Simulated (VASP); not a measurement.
Crystal: GaN.

```
Ga N
1.0
     0.00000    2.24724    2.24724
     2.24724    0.00000    2.24724
     2.24724    2.24724    0.00000
Ga N
1 1
Cartesian
  0.0000 0.0000 0.0000
  1.1236 1.1236 1.1236
```

The cell is a database's computed one.

Base run:

| Property | Result |
| --- | --- |
| Program | VASP 6.6.1 |
| Functional | TB-mBJ |
| Potentials or basis | VASP PAW PBE potentials, release 64 (Ga_d, N) |
| Cutoff | 520 eV |
| k mesh | 10 × 10 × 10 |
| Occupations | gaussian, width 0.02 eV |
| Spin | no spin polarisation |

Its results: band gap on the k mesh 2.92 eV, direct.

Q: The run is repeated on the same cell with these changes: functional from TB-mBJ to r2SCAN. What comes out?

A: Band gap on the k mesh 2.17 eV, direct.
